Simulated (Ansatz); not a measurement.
K: one input, then a changed one

The cell is the one relaxed in the Materials Project (mp-58), not relaxed further here; entries there can be hypothetical.

First run: DFT, LDA, PAW with Ansatz's default frozen-core files, scalar-relativistic (Ansatz 0.2.0).

Command: `ansatz run input.yaml --threads 1 --pin off --max-ram 2048MiB --backend cpu --events-out ev --progress --plain --runs-dir out` The run took 3.2 s on 1 thread of Arm Neoverse V1, with other jobs on the host.

```yaml
crystal:
  lattice:
    - [-2.6975585167, 2.6975585167, 2.6975585167]
    - [2.6975585167, -2.6975585167, 2.6975585167]
    - [2.6975585167, 2.6975585167, -2.6975585167]
  atoms:
    - { symbol: K, position: [0.0, 0.0, 0.0] }
kpoints:
  mp_grid: { grid: [10, 10, 10] }
  band_path:
    path:
      - [0.0, 0.0, 0.0]
      - [0.5, -0.5, 0.5]
      - [0.0, 0.0, 0.5]
      - [0.0, 0.0, 0.0]
      - [0.25, 0.25, 0.25]
      - [0.5, -0.5, 0.5]
      - [0.25, 0.25, 0.25]
      - [0.0, 0.0, 0.5]
    npoints: 5
scf:
  occupations: { method: fermi_dirac, width: 0.05 }
hamiltonian:
  xc: lda
  pseudopotentials: { kind: paw }
output:
  forces: true
  stress: true
  eigenvalues: true
  efg: { contact_densities: true }
```

Result: converged; pressure -0.61 GPa; 6 SCF iterations.

The input is then changed:

```diff
@@ -20,5 +20,5 @@
     npoints: 5
 scf:
-  occupations: { method: fermi_dirac, width: 0.05 }
+  occupations: { method: tetrahedron_uncorrected }
 hamiltonian:
   xc: lda
```

Question: Predict the outcome of the changed run.

Answer: It converged; energy at zero smearing +29.3 meV/atom from the first run; pressure -0.59 GPa; 6 SCF iterations.

The results part of its log:

```
SCF 1 converged in 6 iterations: F = -1496.186006 eV  dr2 = 6.40e-8
  greatest PAW one-centre occupation: 0.986 electrons in one spin orbital (limit 2), on the K atom at site 0 (counted from 0), in its partial waves of l = 0
NSCF: frozen V_eff on 36 k-points
SCF converged after 6 iterations
Free energy (F): -1496.186006 eV
Harris-Foulkes:  -1496.186006 eV  (|F-HF|=4.03e-8)
Internal energy: -1496.186006 eV  (E = F + TS)
E sigma→0 (E₀):  -1496.186006 eV
Fermi energy:    1.351230 eV
--- Per-component energies (eV) ---
  E_band       = -146.238972
  E_kinetic    = 251.501500
  E_local      = -771.052957  (includes V_loc(G=0)·N_el)
  E_nonlocal   = 15.654111
  E_hartree    = 274.653931
  E_xc         = -131.126978
  E_vxc        = -161.113853  (∫ρ·V_xc dr)
  E_paw        = -742.689856  (= ΣΔE_a)
  E_vpaw       = -30.528404  (= ΣTr[D̂ρ^β])
  E_aug_tail   = -0.000003  (compensation charges beyond the density's cutoff)
  E_ewald      = -393.383254
  E_core_change = 0.257500  (= ΣΔE_core)
  E_smearing   = -0.000000  (= −TS)
  E_closure    = -0.000000  (closes the sum)
  Σ components = -1496.186006   (vs F -1496.186006, Δ=0.00e0)
--- Forces (eV/Å), atoms counted from 1 ---
  atom   1  K     -0.00000000     0.00000000    -0.00000000
  max |Σ_I F_I| component: 1.09e-31 eV/Å
--- Stress (GPa, compression-positive) ---
       -0.588023      -0.000000      -0.000000
       -0.000000      -0.588023      -0.000000
       -0.000000      -0.000000      -0.588023
  P = ⅓ Tr σ = -0.5880 GPa (-5.880 kbar)
--- PAW observables at the nuclei: V_zz in 10²¹ V/m², potentials from the cell's mean, atoms counted from 1 ---
  atom   1  K  V_zz =    -0.000000   η = 0.0000   by run symmetry: forbidden
            electrostatic potential = -2057.955439 V   contact ρ = 34520.724092 e/Å³
--- Band table (eV; the first three rows and the last of 47) ---
  k-point 0: bands = ["-30.5995", "-14.2441", "-14.2441", "-14.2441", "-0.7570", "5.4083", "5.4083", "5.4083", "6.2898"]
  k-point 1: bands = ["-30.5992", "-14.2495", "-14.2460", "-14.2441", "-0.6386", "5.2337", "5.2676", "5.4983", "6.1161"]
  k-point 2: bands = ["-30.5984", "-14.2635", "-14.2507", "-14.2441", "-0.2903", "4.5897", "4.9610", "5.7644", "6.0694"]
  k-point 46: bands = ["-30.5938", "-14.2847", "-14.2847", "-14.2847", "3.0293", "3.0293", "4.6014", "4.6014", "4.6014"]
```
